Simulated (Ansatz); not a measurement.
Level of theory: DFT PBE, scalar-relativistic, plane waves, PAW in Ansatz. Several structures of Si5Ge were relaxed, and the powder pattern of one of them was computed from 10° to 70° in 2θ (λ = 1.5406 Å; lines under 1 % are left out).

Cu Kα1 powder pattern (kinematic, no thermal factors).
2θ (°) (relative intensity): 17.97 (74), 18.39 (25), 25.83 (25), 26.13 (60), 31.89 (1), 36.41 (12), 37.28 (100), 41.09 (82), 41.68 (32), 41.88 (7), 45.91 (11), 53.10 (16), 53.75 (34), 55.89 (4), 56.67 (63), 57.15 (13), 57.30 (1), 59.35 (2), 60.57 (2), 60.72 (11), 66.66 (8), 69.11 (8), 69.82 (17)

Task: Which structure gives it?
A. Space group Cmmm (No. 65), orthorhombic, a = 3.717 Å, b = 13.404 Å, c = 3.766 Å. Si on a site of symmetry m2m is surrounded by 8 Si at 2.63–2.80 Å, 2 Ge at 3.05 Å and 2 Si at 3.07 Å; Si on a site of symmetry mmm has 4 Ge at 2.65 Å, 4 Si at 2.88 Å and 4 Si at 3.07 Å; Ge is surrounded by 4 Si at 2.65 Å and 8 Si at 2.90–3.05 Å; 1 more site not described.
B. Space group P4/mmm (No. 123), tetragonal, a = 4.820 Å, c = 4.932 Å. Si on a site of symmetry 4/mmm has 2 Ge at 2.47 Å; Si on a site of symmetry 4mm has 2 Si at 2.43–2.50 Å and 4 Si at 2.72 Å; around Ge lie 6 Si at 2.41–2.47 Å; 1 more site not described.
C. Space group F-43m (No. 216), cubic, a = 7.258 Å. Si on a site of symmetry -43m has 12 Si at 3.01 Å and 4 Ge at 3.14 Å; Si on a site of symmetry 3m has 6 Si at 2.56–2.57 Å, 3 Si at 3.01 Å and 3 Ge at 3.01 Å; around Ge lie 16 Si at 3.01–3.14 Å.

Result: B. Its strongest line, at 2θ = 37.28°, has d = λ/(2 sin θ) = 2.410 Å and is the (2 0 0) reflection of the conventional P4/mmm cell with a = 4.820 Å, c = 4.932 Å. The others have their strongest lines at 39.6° (A); 41.2° (C).

The cells needn't be stable.
